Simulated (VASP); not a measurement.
SiO2:

```xyz
6
Lattice="-2.4773 2.4773 3.6557 2.4773 -2.4773 3.6557 2.4773 2.4773 -3.6557" Properties=species:S:1:pos:R:3 pbc="T T T"
Si    0.0000    2.4773    1.8278
Si    0.0000    0.0000    0.0000
O    -0.4795    3.7159    0.9139
O    -1.2386    1.9978    2.7418
O     1.2386    2.9568    2.7418
O     0.4795    1.2386    0.9139
```

The cell comes from a database or a generator and needn't be the stable form of this composition.

```yaml
Program: VASP 6.6.1
Task: single point
Functional: PBE
Potentials_or_basis: VASP PAW PBE potentials, release 64 (Si, O)
Cutoff: 520 eV
k_mesh: 8 × 8 × 8
Occupations: fermi-dirac, width 0.05 eV
Spin: no spin polarisation
```

On this cell: pressure 4.6 GPa; largest force 0.268 eV/Å; band gap on the k mesh 5.92 eV, direct.

The same run follows on a disturbed copy (atoms moved at random, drawn with an rms of 0.05 Å):

```
CELL_PARAMETERS angstrom
-2.47729 2.47729 3.65567
2.47729 -2.47729 3.65567
2.47729 2.47729 -3.65567
ATOMIC_POSITIONS crystal
Si 0.74618 0.24992 0.50364
Si 0.00524 0.99513 0.00944
O 0.87470 0.03536 0.65694
O 0.78566 0.13328 0.16771
O 0.96721 0.61505 0.83692
O 0.38207 0.22429 0.35237
```

Problem. What changes?

Solution. The energy moves by +35.2 meV/atom; pressure 6.5 GPa; largest force 2.794 eV/Å; band gap on the k mesh 5.85 eV, direct.

Forces on the atoms (eV/Å):
```
Si  -1.224  0.615  0.565
Si   0.181 -1.478  0.789
O   -0.312  2.188 -1.708
O   -1.143 -0.252  0.492
O    2.006  0.712  1.322
O    0.492 -1.786 -1.460
```

Stress tensor (GPa, compression positive):
```
 6.66 -0.95  1.95
-0.95  6.52  3.09
 1.95  3.09  6.38
```

A k mesh can miss the band edges.
